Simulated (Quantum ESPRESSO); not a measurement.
WC (Qusongite):

```
W C
1.0
     2.90650    0.00000    0.00000
    -1.45325    2.51710    0.00000
     0.00000    0.00000    2.83660
W C
1 1
Direct
  0.00000 0.00000 0.00000
  0.66667 0.33333 0.50000
```

Base run:

| Quantity | Value |
| --- | --- |
| Program | Quantum ESPRESSO 7.5 |
| Functional | PBEsol |
| Potentials or basis | GBRV 1.5 PBEsol |
| Cutoff | 762 eV |
| Density cutoff | 6095 eV |
| k mesh | 10 × 10 × 9 |
| Occupations | fermi-dirac, width 0.05 eV |
| Spin | no spin polarisation |
| Hubbard terms | W d U = 1 eV |

Its results: band gap on the k mesh none (metal or under the smearing width); pressure -2.4 GPa.

Task: After a change of settings the same cell gave: band gap on the k mesh none (metal or under the smearing width); pressure -1.2 GPa. Which change was it?
A. hubbard terms from W d U = 1 eV to W d U = 6 eV
B. hubbard terms from W d U = 1 eV to none
C. hubbard terms from W d U = 1 eV to W d U = 2 eV

Result: A.

Caveats: U without spin polarisation on a metal has little footing; the U is typed as a test and isn't derived for this compound.
